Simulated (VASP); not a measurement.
# HfO2 (Fm-3m) in VASP: Born charges and dielectric tensor with LDA

Aim: the Born charges and dielectric tensor of HfO2 with LDA.

All numbers are computed with VASP 6.6.1; they aren't measurements. Logs are shortened: lines on timing, memory, paths and dates and some standing lists are left out, and cuts for length are marked.

**1. The structure**

It takes space group Fm-3m (No. 225, cubic). Conventional cell: a = 4.980 Å, b = 4.980 Å, c = 4.980 Å, α = 90.00°, β = 90.00°, γ = 90.00°. Hf (site symmetry m-3m) is surrounded by 8 O at 2.16 Å. O (site symmetry -43m) has 4 Hf at 2.16 Å as nearest neighbours.

Measurements of this composition are mostly on another form, of space group No. 14.

**2. Born charges and dielectric tensor, LDA**

INCAR

```
SYSTEM = HfO2
ALGO     = Normal         ! electronic algorithm
EDIFF    = 1E-8           ! SCF threshold, eV
ENCUT    = 600            ! plane-wave cutoff, eV
IBRION   = 8              ! ionic algorithm
ISIF     = 2              ! what is computed and relaxed
ISMEAR   = 0              ! smearing method
LASPH    = .True.         ! aspherical terms in the spheres
LCHARG   = .False.        ! write CHGCAR
LEPSILON = .True.         ! dielectric tensor by DFPT
LREAL    = .False.        ! projectors in reciprocal space
LWAVE    = .False.        ! write WAVECAR
NELM     = 80             ! most SCF steps
NSW      = 1              ! ionic steps
PREC     = Accurate       ! precision mode
SIGMA    = 0.02           ! smearing width, eV
```

KPOINTS

```
k-points
0
Gamma
  8 8 8
  0 0 0
```

POSCAR

```
HfO2
1.0
    0.0000000000      2.4899300000      2.4899300000
    2.4899300000      0.0000000000      2.4899300000
    2.4899300000      2.4899300000      0.0000000000
Hf O
1 2
Direct
    1.0000000000      0.0000000000      1.0000000000
    0.7500000000      0.7500000000      0.7500000000
    0.2500000000      0.2500000000      0.2500000000
```

Potentials or basis: VASP PAW LDA potentials, release 64 (Hf_pv, O).

Command:

```
cat potpaw_LDA.64/Hf_pv/POTCAR potpaw_LDA.64/O/POTCAR > POTCAR
mpirun -np 1 vasp_std > vasp.out
```

OUTCAR:

```text
SYSTEM = HfO2
   EDIFF = 1E-8
   ENCUT = 600
   IBRION = 8
   ISIF = 2
   ISMEAR = 0
   LASPH = .True.
   LEPSILON = .True.
   LREAL = .False.
   NELM = 80
   NSW = 1
   PREC = Accurate

 ion  position               nearest neighbor table
   1  0.000  0.000  0.000-   2 2.16   2 2.16   2 2.16   2 2.16   3 2.16   3 2.16   3 2.16   3 2.16

   2  0.750  0.750  0.750-   1 2.16   1 2.16   1 2.16   1 2.16
   3  0.250  0.250  0.250-   1 2.16   1 2.16   1 2.16   1 2.16

  LATTYP: Found a face centered cubic cell.
 ALAT       =     4.9798600000

  Lattice vectors:

 A1 = (   0.0000000000,   2.4899300000,   2.4899300000)
 A2 = (   2.4899300000,   0.0000000000,   2.4899300000)
 A3 = (   2.4899300000,   2.4899300000,   0.0000000000)

Analysis of symmetry for initial positions (statically):
=====================================================================
 Subroutine PRICEL returns:
 Original cell was already a primitive cell.

 Routine SETGRP: Setting up the symmetry group for a
 face centered cubic supercell.

 Subroutine GETGRP returns: Found 48 space group operations
 (whereof 48 operations were pure point group operations)
 out of a pool of 48 trial point group operations.

The static configuration has the point symmetry O_h .

Analysis of symmetry for dynamics (positions and initial velocities):
=====================================================================
 Subroutine PRICEL returns:
 Original cell was already a primitive cell.

 Routine SETGRP: Setting up the symmetry group for a
 face centered cubic supercell.

 Subroutine GETGRP returns: Found 48 space group operations
 (whereof 48 operations were pure point group operations)
 out of a pool of 48 trial point group operations.

The dynamic configuration has the point symmetry O_h .

 Subroutine INISYM returns: Found 48 space group operations
 (whereof 48 operations are pure point group operations),
 and found     1 'primitive' translations

----------------------------------------------------------------------------------------

                                     Primitive cell

  volume of cell :      30.8739

  direct lattice vectors                    reciprocal lattice vectors
     0.000000000  2.489930000  2.489930000    -0.200808858  0.200808858  0.200808858
     2.489930000  0.000000000  2.489930000     0.200808858 -0.200808858  0.200808858
     2.489930000  2.489930000  0.000000000     0.200808858  0.200808858 -0.200808858

  length of vectors
     3.521292775  3.521292775  3.521292775     0.347811145  0.347811145  0.347811145

  position of ions in fractional coordinates (direct lattice)
     0.000000000  0.000000000  0.000000000
     0.750000000  0.750000000  0.750000000
     0.250000000  0.250000000  0.250000000

  ion indices of the primitive-cell ions
   primitive index   ion index
                 1           1
                 2           2
                 3           3

----------------------------------------------------------------------------------------

 KPOINTS: k-points

Automatic generation of k-mesh.
 Grid dimensions read from file:
 generate k-points for:    8    8    8

 Generating k-lattice:

  Cartesian coordinates                     Fractional coordinates (reciprocal lattice)
    -0.025101107  0.025101107  0.025101107     0.125000000  0.000000000  0.000000000
     0.025101107 -0.025101107  0.025101107     0.000000000  0.125000000  0.000000000
     0.025101107  0.025101107 -0.025101107     0.000000000  0.000000000  0.125000000

  Length of vectors
[... 565 lines left out ...]
  free  energy   TOTEN  =       -33.0771530231 eV

  energy  without entropy=      -33.0771530231  energy(sigma->0) =      -33.07715302

 HEAD OF MICROSCOPIC STATIC DIELECTRIC TENSOR (INDEPENDENT PARTICLE, excluding Hartree and local field effects)
 ------------------------------------------------------
           5.538892     0.000000    -0.000000
          -0.000000     5.538892    -0.000000
           0.000000     0.000000     5.538892
 ------------------------------------------------------

 Free energy of the ion-electron system (eV)
  ---------------------------------------------------
  ---------------------------------------------------
  free energy    TOTEN  =        -0.38582854 eV

  energy without entropy =       -0.38582854

------------------------ aborting loop because EDIFF is reached ----------------------------------------

--------------------------------------- Ionic step        2  -------------------------------------------

------------------------ aborting loop because EDIFF is reached ----------------------------------------

--------------------------------------- Ionic step        3  -------------------------------------------

------------------------ aborting loop because EDIFF is reached ----------------------------------------

 PIEZOELECTRIC TENSOR FIELD DIRECTION 3  (e Angst)
 -----------------------------------------------------------------------------
     0.00003  0.00000  0.00000           ( -0.00001  0.00000  0.00000)
     0.00000  0.00003  0.00000           (  0.00000 -0.00001 -0.00000)
     0.00000 -0.00000 -0.00043           (  0.00000 -0.00000  0.00000)

 PIEZOELECTRIC TENSOR FIELD DIRECTION 3  (C/m^2)
 -----------------------------------------------------------------------------
     0.00001  0.00000  0.00000
     0.00000  0.00001  0.00000
     0.00000 -0.00000 -0.00023

--------------------------------------- Ionic step        4  -------------------------------------------

------------------------ aborting loop because EDIFF is reached ----------------------------------------

[... ionic steps 5 to 6 ...]

--------------------------------------- Ionic step        7  -------------------------------------------

 Free energy of the ion-electron system (eV)
  ---------------------------------------------------
  ---------------------------------------------------
  free energy    TOTEN  =        -0.36135151 eV

  energy without entropy =       -0.36135151

------------------------ aborting loop because EDIFF is reached ----------------------------------------

 INTERNAL STRAIN TENSOR  FOR ION    2  DIRECTION 1   (eV/Angst):
 -----------------------------------------------------------------------------
     0.00044  0.00000  0.00000
     0.00000 -0.00013  8.93763
     0.00000  8.93763 -0.00013

 MACROSCOPIC STATIC DIELECTRIC TENSOR (including local field effects in DFT)
 ------------------------------------------------------
           5.333606    -0.000000    -0.000000
          -0.000000     5.333606    -0.000000
          -0.000000     0.000000     5.333606
 ------------------------------------------------------

 PIEZOELECTRIC TENSOR (including local field effects)  for field in x, y, z        (e  Angst)
          XX          YY          ZZ          XY          YZ          ZX
  --------------------------------------------------------------------------------
  x     0.00000     0.00000     0.00000     0.00000     0.00000     0.00000
  y     0.00000     0.00000     0.00000     0.00000     0.00000     0.00000
  z     0.00000     0.00000     0.00000     0.00000     0.00000     0.00000

 PIEZOELECTRIC TENSOR (including local field effects)  for field in x, y, z        (C/m^2)
          XX          YY          ZZ          XY          YZ          ZX
  --------------------------------------------------------------------------------
  x     0.00000     0.00000     0.00000     0.00000     0.00000     0.00000
  y     0.00000     0.00000     0.00000     0.00000     0.00000     0.00000
  z     0.00000     0.00000     0.00000     0.00000     0.00000     0.00000

 BORN EFFECTIVE CHARGES (including local field effects) (in |e|, cummulative output)
 ---------------------------------------------------------------------------------
 ion    1
    1     5.55465     0.00000     0.00000
    2     0.00000     5.55465     0.00000
    3     0.00000     0.00000     5.55465
 ion    2
    1    -2.77732     0.00000     0.00000
    2     0.00000    -2.77732     0.00000
    3     0.00000     0.00000    -2.77732
 ion    3
    1    -2.77732     0.00000     0.00000
    2     0.00000    -2.77732     0.00000
    3     0.00000     0.00000    -2.77732

 INTERNAL STRAIN TENSOR FOR ION    3 for displacements in x,y,z  (eV/Angst):
          X           Y           Z          XY          YZ          ZX
  --------------------------------------------------------------------------------
  x    -0.00000     0.00000     0.00000     0.00000    -8.93763     0.00000
  y    -0.00000     0.00000     0.00000     0.00000     0.00000    -8.93763
  z     0.00000     0.00000    -0.00000    -8.93763     0.00000     0.00000

 SECOND DERIVATIVES (NOT SYMMETRIZED)
 ------------------------------------
               1X          1Y          1Z          2X          2Y          2Z          3X          3Y          3Z
  1X    -6.775900    0.000000    0.000000    3.387950    0.000000    0.000000    3.387950    0.000000    0.000000
  1Y     0.000000   -6.775900    0.000000    0.000000    3.387950    0.000000    0.000000    3.387950    0.000000
  1Z     0.000000    0.000000   -6.775900    0.000000    0.000000    3.387950    0.000000    0.000000    3.387950
  2X     3.394915    0.000000    0.000000  -12.538282    0.000000    0.000000    9.143367    0.000000    0.000000
  2Y     0.000000    3.394915   -0.000000    0.000000  -12.538282    0.000000    0.000000    9.143367    0.000000
  2Z     0.000000   -0.000000    3.394915    0.000000    0.000000  -12.538282    0.000000    0.000000    9.143367
  3X     3.394915    0.000000    0.000000    9.143367    0.000000    0.000000  -12.538282    0.000000    0.000000
  3Y     0.000000    3.394915   -0.000000    0.000000    9.143367    0.000000    0.000000  -12.538282    0.000000
  3Z     0.000000   -0.000000    3.394915    0.000000    0.000000    9.143367    0.000000    0.000000  -12.538282

 Eigenvectors and eigenvalues of the dynamical matrix
 ----------------------------------------------------

   1 f  =   18.198555 THz   114.344890 2PiTHz  607.038437 cm-1    75.263140 meV
             X         Y         Z           dx          dy          dz
      0.000000  0.000000  0.000000     0.000000    0.000000   -0.000000
      3.734895  3.734895  3.734895    -0.204508    0.676887   -0.000000
      1.244965  1.244965  1.244965     0.204508   -0.676887    0.000000
[... 43 lines left out ...]
   9 f/i=    0.002881 THz     0.018101 2PiTHz    0.096093 cm-1     0.011914 meV
             X         Y         Z           dx          dy          dz
      0.000000  0.000000  0.000000     0.087432   -0.004824    0.916826
      3.734895  3.734895  3.734895     0.026150   -0.001443    0.274217
      1.244965  1.244965  1.244965     0.026150   -0.001443    0.274217

--------------------------------------------------------------------------------------------------------

 MACROSCOPIC STATIC DIELECTRIC TENSOR IONIC CONTRIBUTION
 ------------------------------------------------------
          26.669968     0.000000    -0.000000
           0.000000    26.669968     0.000000
          -0.000000     0.000000    26.669968
 ------------------------------------------------------

 ELASTIC MODULI CONTR FROM IONIC RELAXATION (kBar)
 Direction    XX          YY          ZZ          XY          YZ          ZX
 --------------------------------------------------------------------------------
 XX          -0.0000      0.0000      0.0000      0.0000     -0.0000     -0.0000
 YY           0.0000     -0.0000     -0.0000      0.0000      0.0000      0.0000
 ZZ           0.0000     -0.0000     -0.0000     -0.0000      0.0000      0.0000
 XY           0.0000      0.0000     -0.0000   -382.3859     -0.0000      0.0000
 YZ          -0.0000      0.0000      0.0000     -0.0000   -382.3859     -0.0000
 ZX          -0.0000      0.0000      0.0000      0.0000     -0.0000   -382.3859
 --------------------------------------------------------------------------------

 PIEZOELECTRIC TENSOR IONIC CONTR  for field in x, y, z        (C/m^2)
          XX          YY          ZZ          XY          YZ          ZX
  --------------------------------------------------------------------------------
  x    -0.00000     0.00000     0.00000     0.00000    -0.00000    -0.00000
  y    -0.00000    -0.00000     0.00000     0.00000    -0.00000     0.00000
  z     0.00000    -0.00000     0.00000     0.00000     0.00000     0.00000
```

Wall time 6.8 min (1 thread of Intel Xeon Platinum 8375C at 2.90GHz (Ice Lake), shared host); peak memory 0.3 GiB.

What came out:

```
Band gap on the k mesh                                  : 3.74 eV, direct
Electronic dielectric tensor (diagonal)                 : 5.33
Born charges (mean of the diagonal)                     : Hf +5.55; O -2.78 e
Highest phonon frequency at Γ, LO-TO splitting left out : 607 cm⁻¹
```

Levels at points of the mesh, in eV from the valence-band top:
| k point | band 9 | band 10 | band 11 | band 12 | band 13 | band 14 |
| --- | --- | --- | --- | --- | --- | --- |
| (0.00, 0.00, 0.00) | -0.64 | -0.64 | -0.64 | 3.81 | 3.81 | 6.12 |
| (0.50, 0.00, 0.00) | -2.88 | -1.90 | -1.90 | 4.62 | 4.62 | 7.46 |
| (0.50, 0.50, 0.00) | -1.65 | -1.65 | 0.00 | 3.74 | 5.61 | 7.10 |

Phonon frequencies in cm⁻¹ (negative: imaginary):
```csv
q point,frequencies
"(0.000, 0.000, 0.000)",0 0 0 261 261 261 607 607 607
```

Electronic dielectric tensor:
```
5.33 0.00 0.00
0.00 5.33 0.00
0.00 0.00 5.33
```

Born effective charge tensors (e):
atom 1, Hf
```
5.55 0.00 0.00
0.00 5.55 0.00
0.00 0.00 5.55
```
atom 2, O
```
-2.78  0.00  0.00
 0.00 -2.78  0.00
 0.00  0.00 -2.78
```
atom 3, O
```
-2.78  0.00  0.00
 0.00 -2.78  0.00
 0.00  0.00 -2.78
```

Caveat: spin-orbit coupling is left out, which moves the levels of the heavy elements. Expect the measured gap to be larger: semilocal functionals such as LDA lack the derivative discontinuity.
